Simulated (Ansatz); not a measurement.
Runs of Ansatz 0.2.0 on MgS (Niningerite). The structure is cubic, space group Fm-3m (No. 225). The conventional cell has a = 5.203 Å, b = 5.203 Å, c = 5.203 Å, α = 90.00°, β = 90.00°, γ = 90.00°. S (site symmetry m-3m) is surrounded by 6 Mg at 2.60 Å. Mg (site symmetry m-3m) is surrounded by 6 S at 2.60 Å. 

```csv
task,level,cutoff (eV),smearing,gap on the mesh (eV),pressure (GPa)
band structure,revPBE,183,fermi-dirac 0.05 eV,3.04,2.9
single point,PBE,184,gaussian 0.02 eV,2.92,1.2
band structure,PBEsol+D3(BJ),184,gaussian 0.1 eV,2.83,-3.8
single point,PBEsol,184,gaussian 0.02 eV,2.83,-1.0
single point,RPBE,183,gaussian 0.1 eV,(b),(a)
```

Alike in all rows: potentials or basis all-electron LAPW, scalar-relativistic; no spin polarisation; cell as given; k mesh 9 × 9 × 9; basis error allowed 0.001 eV/atom.

Estimate the missing entries.

(a) 3.3; (b) 3.07.

Caveats: an odd mesh through Γ misses points on the zone boundary, where band edges often lie (some runs); the mesh misses the band edges, which the band path finds closer together (some runs).
